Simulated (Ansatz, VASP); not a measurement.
# One calculation of CsBr, two programs

```
Cs Br
1.0
     4.28600    0.00000    0.00000
     0.00000    4.28600    0.00000
     0.00000    0.00000    4.28600
Cs Br
1 1
Direct
  0.00000 0.00000 0.00000
  0.50000 0.50000 0.50000
```

Alike in both runs: task relaxation of cell and atoms; functional PBEsol; k mesh 6 × 6 × 6; occupations gaussian, width 0.02 eV; no spin polarisation.

|  | VASP | Ansatz |
| --- | --- | --- |
| version | VASP 6.6.1 | Ansatz 0.2.0 |
| potentials or method | VASP PAW PBE potentials, release 64 (Cs_sv, Br) | scalar-relativistic, plane waves, PAW |
| plane-wave cutoff (eV) | 600 | 420 |
| valence electrons in the cell | 16 | 16 |

```tsv
	VASP	Ansatz	Ansatz less VASP
gap on the k mesh at the Fermi level, each at its own relaxed structure (eV)	4.42	4.45	+0.034
relaxed volume (Å³/atom)	38.37	38.12	-0.255
relaxed cell length with the largest relative difference (Å)	4.250	4.240	-0.0094
energy change over the relaxation (meV/atom)	-1	-2	-0.4
```

Caveats: the PAW data sets were made with another functional, which shifts forces and pressure a little (VASP); spin-orbit coupling is left out, which moves the levels of the heavy elements. Expect the measured gap to be larger: semilocal functionals such as PBEsol lack the derivative discontinuity.
